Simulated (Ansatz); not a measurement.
**CdI2, one structure, two calculations**

Cell: a Materials Project structure (computed, not necessarily an observed phase), atoms as given.

Space group P-3m1 (No. 164); a = 4.2919, c = 43.3968 Å, γ = 120.00°.

```csv
site,Wyckoff,site symmetry,x,y,z
Cd1,2d,3m.,0.3333,0.6667,0.2500
Cd2,2c,3m.,0.0000,0.0000,0.4167
Cd3,2c,3m.,0.0000,0.0000,0.0834
I7,2d,3m.,0.6667,0.3333,0.3771
I8,2d,3m.,0.3333,0.6667,0.1231
I10,2d,3m.,0.3333,0.6667,0.9564
I11,2d,3m.,0.6667,0.3333,0.5437
I13,2d,3m.,0.3333,0.6667,0.7897
I15,2c,3m.,0.0000,0.0000,0.7104
```

One atom of each set is listed.

First run. All values are calculated (Ansatz; DFT, PBE, plane waves and PAW, scalar-relativistic, 420 eV cutoff, Γ-centred 8×8×1 k-points, Fermi–Dirac smearing 0.02 eV), not measured.

```tsv
site	V_zz (10²¹ V/m²)	η
Cd1	0.16	0.00
Cd2	0.17	0.00
Cd3	0.11	0.00
I7	-6.25	0.00
I8	-5.88	0.00
I10	-5.63	0.00
I11	-6.35	0.00
I13	-6.20	0.00
I15	-6.18	0.00
```

Second run. The same atoms and settings, except that the functional is r2SCAN and the cutoff is 500 eV.

Question: What does the second run give?

Answer: 

| site | V_zz | η | change of V_zz |
| --- | --- | --- | --- |
| Cd1 | 0.16 | 0.00 | 0.00 |
| Cd2 | 0.17 | 0.00 | 0.00 |
| Cd3 | 0.10 | 0.00 | -0.01 |
| I7 | -5.88 | 0.00 | +0.37 |
| I8 | -5.53 | 0.00 | +0.35 |
| I10 | -5.31 | 0.00 | +0.32 |
| I11 | -5.98 | 0.00 | +0.37 |
| I13 | -5.85 | 0.00 | +0.35 |
| I15 | -5.81 | 0.00 | +0.37 |

The largest change of V_zz is on I15, from -6.18 to -5.81. In per cent, |V_zz| changes by -6 on I (all sites that start above 0.5).

Without spin–orbit coupling the gradients at and beside I can be off by some per cent, at some sites by more.
For the second run: With these PAW files V_zz is typically within 2 to 3 % of all-electron values, but misses above 10 % occur on I.
